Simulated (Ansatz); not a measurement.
**Density of states of BAs**

Space group F-43m (No. 216). a = 4.777 Å, b = 4.777 Å, c = 4.777 Å, α = 90.00°, β = 90.00°, γ = 90.00°
| atom | site | symmetry | x | y | z |
| --- | --- | --- | --- | --- | --- |
| B | 4a | -43m | 0.0000 | 0.0000 | 0.0000 |
| As | 4c | -43m | 0.2500 | 0.2500 | 0.2500 |

The runs use the primitive cell with vectors (0.000, 2.389, 2.389), (2.389, 0.000, 2.389), (2.389, 2.389, 0.000) Å, to which the k mesh refers.

The structure is cubic, space group F-43m (No. 216). Conventional cell: a = 4.777 Å, b = 4.777 Å, c = 4.777 Å, α = 90.00°, β = 90.00°, γ = 90.00°. B (site symmetry -43m) has 4 As at 2.07 Å as nearest neighbours. Around As (site symmetry -43m) lie 4 B at 2.07 Å.

The cell is COD entry 9008833, as deposited and not checked against the literature; nothing was relaxed.

All numbers below come from DFT, PBE, all-electron LAPW, scalar-relativistic in Ansatz 0.2.0.

The runs use a Γ-centred 13×13×13 k mesh, Fermi–Dirac smearing of 0.05 eV, basis error target 0.5 meV/atom, no spin polarisation.

States per eV and cell, averaged over 0.6 eV, from -8.8 to 3.0 eV, with energies (bin centres) from the valence-band top; empty bins are left out. The partial columns, the largest 3 alone, are projections on Löwdin-orthogonalised atomic shells (those that the program's projection atoms carry: the occupied ones and, for some elements, an empty d or f shell; other empty shells have no column), summed over atoms of an element. Weights on diffuse s and p shells depend on that basis and aren't pure angular character.

| E (eV) | total | As 4p | B 2p | B 2s |
| --- | --- | --- | --- | --- |
| -8.6 | 0.17 | 0.09 | 0.03 | 0.04 |
| -8.0 | 1.24 | 0.62 | 0.15 | 0.41 |
| -7.4 | 0.58 | 0.27 | 0.10 | 0.15 |
| -6.8 | 0.36 | 0.17 | 0.07 | 0.08 |
| -6.2 | 0.27 | 0.12 | 0.06 | 0.05 |
| -5.6 | 0.77 | 0.40 | 0.28 | 0.05 |
| -5.0 | 0.79 | 0.39 | 0.30 | 0.06 |
| -4.4 | 0.93 | 0.46 | 0.38 | 0.05 |
| -3.8 | 1.16 | 0.58 | 0.51 | 0.05 |
| -3.2 | 1.07 | 0.53 | 0.48 | 0.04 |
| -2.6 | 1.00 | 0.49 | 0.46 | 0.02 |
| -2.0 | 0.89 | 0.43 | 0.43 | 0.02 |
| -1.4 | 0.46 | 0.22 | 0.23 | 0.01 |
| -0.8 | 0.25 | 0.11 | 0.13 | 0.00 |
| -0.2 | 0.07 | 0.03 | 0.04 | 0.00 |
| 1.6 | 0.19 | 0.04 | 0.06 | 0.04 |
| 2.2 | 0.47 | 0.11 | 0.16 | 0.08 |
| 2.8 | 0.76 | 0.17 | 0.28 | 0.12 |
